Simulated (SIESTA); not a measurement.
Runs of SIESTA 5.4.2 on C. It takes space group P6_3/mmc (No. 194, hexagonal). The conventional cell has a = 2.522 Å, b = 2.522 Å, c = 8.237 Å, α = 90.00°, β = 90.00°, γ = 120.00°. C (site symmetry 3m) has 4 C at 1.54 Å as nearest neighbours. C (site symmetry 3m) has 4 C at 1.54 Å as nearest neighbours. This is a hexagonal form of diamond, not graphite.

```tsv
task	level	potentials or basis	k mesh	energy shift	gap on the mesh (eV)	pressure (GPa)	largest force (eV/Å)
band structure	PBE	PseudoDojo 0.4 standard (PBE files), TZDP (energy shift 0.002 Ry)	12 × 12 × 4	0.002 Ry	(b)	(a)	(c)
band structure	PBE	PseudoDojo 0.4 standard (PBE files), TZDP (energy shift 0.01 Ry)	12 × 12 × 4	0.01 Ry	4.65	11.3	0.31
band structure	PBE	PseudoDojo 0.4 standard (PBE files), DZ (energy shift 0.002 Ry)	12 × 12 × 4	0.002 Ry	5.51	12.5	0.37
band structure	RPBE	PseudoDojo 0.4 standard (PBE files), DZP (energy shift 0.002 Ry)	12 × 12 × 4	0.002 Ry	4.65	12.7	0.32
```

Alike in all rows: no spin polarisation; cell as given; smearing fermi-dirac 0.05 eV; grid cutoff 500 Ry.

Question: Estimate the missing entries.

Answer: (a) 5.1; (b) 4.62; (c) 0.33.

Caveats: the basis of atomic orbitals isn't converged, which shifts pressures, moduli and gaps; the basis has no polarisation orbitals (some runs); the potentials were made for another functional, which shifts forces and pressure (some runs).

